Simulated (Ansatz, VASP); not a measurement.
AlN: VASP beside Ansatz

```xyz
2
Lattice="0.0000 1.9952 1.9952 1.9952 0.0000 1.9952 1.9952 1.9952 0.0000" Properties=species:S:1:pos:R:3 pbc="T T T"
Al    1.9952    1.9952    1.9952
N     0.0000    0.0000    0.0000
```

Alike in both runs: task single point; functional PBEsol; k mesh 10 × 10 × 10; occupations gaussian, width 0.05 eV; no spin polarisation.

|  | VASP | Ansatz |
| --- | --- | --- |
| version | VASP 6.6.1 | Ansatz 0.2.0 |
| potentials or method | VASP PAW PBE potentials, release 64 (Al, N) | scalar-relativistic, plane waves, PAW |
| plane-wave cutoff (eV) | 520 | 420 |
| valence electrons in the cell | 8 | 8 |

Ansatz gave:

| Property | Result |
| --- | --- |
| gap on the k mesh at the Fermi level (eV) | 4.94 |
| least direct gap on the mesh (eV) | 6.22 |
| pressure (GPa) | 11.6 |

Task: What did VASP give for the same quantities?

Result: gap on the k mesh at the Fermi level (eV): 4.94; least direct gap on the mesh (eV): 6.25; pressure (GPa): 11.6.

Caveats: the PAW data sets were made with another functional, which shifts forces and pressure a little (VASP). A k mesh can miss the band edges. Expect the measured gap to be larger: semilocal functionals such as PBEsol lack the derivative discontinuity.
